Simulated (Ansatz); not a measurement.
# Which element?

Cell vectors (Å):

```
 3.6321  0.0000  0.0000
-1.8161  3.1455  0.0000
 0.0000  0.0000  5.7020
```

```tsv
atom	a	b	c
Sn	0.0000	0.0000	0.0000
X	0.3333	0.6667	0.2573
X	0.6667	0.3333	0.7427
```

Computed with LDA, PAW on Ansatz 0.2.0's default frozen-core files (fitted under PBE), scalar-relativistic. k mesh 8×8×4, strains of ±0.005, fixed occupations.

Elastic constants of a crystal by Kohn-Sham DFT: slopes of the stress over finite engineering strains of the given cell, Voigt indices, Cartesian axes as in the cell vectors.

```
index  elastic (GPa)
   11          133.8
   12           37.1
   13           16.4
   14             -1
   33           29.6
   44           11.5
```

Task: All X atoms are one element. Which one was computed?

Result: S; the crystal is SnS2 (P-3m1).

Known limits: frozen-core PAW files fitted under PBE, their cores solved anew for the functional of the run; no dispersion correction, so the spacing and stiffness between layers or molecules are poor.
